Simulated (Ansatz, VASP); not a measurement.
## Ag: VASP beside Ansatz

File INCAR:

```
  PREC = Accurate
  ENCUT = 520
  EDIFF = 1E-6
  ISMEAR = 0
  SIGMA = 1.0
  LREAL = F
  LASPH = T
  NELM = 60
  ALGO = Normal
  ISIF = 2
  LWAVE = F
  LCHARG = T
  GGA = PE
  LELF = T
  LVHAR = T
  NBANDS = 12
```

Contents of KPOINTS:

```
Automatic mesh
0
Gamma
  13 13 13
```

File POSCAR:

```
Ag
1.0
    0.0000000000      2.0734381516      2.0734381516
    2.0734381516      0.0000000000      2.0734381516
    2.0734381516      2.0734381516      0.0000000000
Ag
1
Direct
    0.0000000000      0.0000000000      0.0000000000
```

Input for Ansatz:

```yaml
crystal:
  lattice:
    - [0.0, 2.0734381516, 2.0734381516]
    - [2.0734381516, 0.0, 2.0734381516]
    - [2.0734381516, 2.0734381516, 0.0]
  atoms:
    - { symbol: Ag, position: [0.0, 0.0, 0.0] }
hamiltonian:
  xc: pbe
  pseudopotentials:
    kind: paw
    azcp:
      Ag: "pseudopotentials/Ag.paw.azcp"
basis:
  ecutwfc: 420
  fft_grid_basis: typed
kpoints:
  mp_grid: { grid: [13, 13, 13], shift: [0, 0, 0] }
magnetization:
  spin_polarized: false
scf:
  occupations: { method: gaussian, width: 1.0 }
  lower_state_search: "off"
output:
  stress: true
```

Alike in both runs: task single point; functional PBE; k mesh 13 × 13 × 13; occupations gaussian, width 1 eV; no spin polarisation.

|  | VASP | Ansatz |
| --- | --- | --- |
| version | VASP 6.6.1 | Ansatz 0.2.0 |
| potentials or method | VASP PAW PBE potentials, release 64 (Ag) | plane waves (420 eV) with PAW, scalar-relativistic |
| plane-wave cutoff (eV) | 520 | 420 |
| valence electrons in the cell | 11 | 19 |

Ansatz gave:

| Item | Value |
| --- | --- |
| pressure (GPa) | 0.4 |

Q: What did VASP give for the same quantities?

A: Pressure (GPa): 0.3.

The two sets of potentials don't hold the same shells in valence.
